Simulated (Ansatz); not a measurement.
BaTe, space group Fm-3m, a convergence test of the k-point mesh

Program: the Python package of Ansatz (0.2.0).

Interactive session:
```pycon
>>> import warnings
>>> import ansatz as az
>>> from tabulate import tabulate
>>> warnings.simplefilter('ignore', az.DeckWarning)
>>> bate = (
...     az.Lattice.fcc(6.82)
...     .space_group(225)
...     .atom('Ba', (0.0, 0.0, 0.0))
...     .atom('Te', (0.5, 0.0, 0.0))
...     .primitive()
... )
>>> bate.resolved().tree()['lattice']
((4.176045585092475e-16, 3.41, 3.41), (3.41, 2.0880227925462374e-16, 3.41), (3.41, 3.41, 0.0))
>>> calculation = bate.calculation()
>>> calculation = calculation.functional('r2scan')
>>> calculation = calculation.basis(750, density_ratio=4)
>>> calculation = calculation.accuracy('medium')
>>> calculation = calculation.occupations('fixed').scf(tolerance=1e-06, max_iterations=80, algorithm='density_mixing')
>>> rows = []
>>> for value in [(2, 2, 2), (3, 3, 3), (4, 4, 4), (5, 5, 5), (6, 6, 6), (7, 7, 7)]:
...     data = calculation.kpoints(mesh=value).run(threads=1, pin='off').report
...     rows.append((value, data['free_energy_ev'] / len(data['lattice']['sites']), data['n_iterations'], data['n_kpoints']))
...

>>> print(tabulate(rows, headers=['mesh', 'F/atom (eV)', 'iterations', 'k-points'], floatfmt='.4f', tablefmt='grid'))
+-----------+---------------+--------------+------------+
| mesh      |   F/atom (eV) |   iterations |   k-points |
+===========+===============+==============+============+
| (2, 2, 2) |    -6481.4918 |            6 |          3 |
+-----------+---------------+--------------+------------+
| (3, 3, 3) |    -6481.6893 |            6 |          4 |
+-----------+---------------+--------------+------------+
| (4, 4, 4) |    -6481.7086 |            6 |          8 |
+-----------+---------------+--------------+------------+
| (5, 5, 5) |    -6481.7120 |            6 |         10 |
+-----------+---------------+--------------+------------+
| (6, 6, 6) |    -6481.7127 |            6 |         16 |
+-----------+---------------+--------------+------------+
| (7, 7, 7) |    -6481.7129 |            6 |         20 |
+-----------+---------------+--------------+------------+
>>> # differences from the last row
>>> for row in rows[:-1]:
...     shift = 1000 * (row[1] - rows[-1][1])
...     print(f'{row[0]}: {shift:+.2f} meV/atom' + ('  (within 5 meV)' if abs(shift) < 5 else ''))
...
(2, 2, 2): +221.09 meV/atom
(3, 3, 3): +23.55 meV/atom
(4, 4, 4): +4.23 meV/atom  (within 5 meV)
(5, 5, 5): +0.84 meV/atom  (within 5 meV)
(6, 6, 6): +0.16 meV/atom  (within 5 meV)
```

From 4×4×4 on it stays within 5 meV an atom of the value at 7×7×7; the first row (2×2×2) is off by 221.1 meV and the last but one by 0.16 meV. The last run costs about 2.0 times the first.

Caveats:
- The structure is a deposited one; some such entries were measured under pressure or heat, so a shift against it needn't be the functional's error alone.
- Shifts are counted from the finest mesh, which is itself no proven limit.
- The whole script took 24 s on 1 thread of Arm Neoverse V1 (shared host), peak memory 0.74 GiB.

(Lines on the test bed's own set-up are left out of the output.)
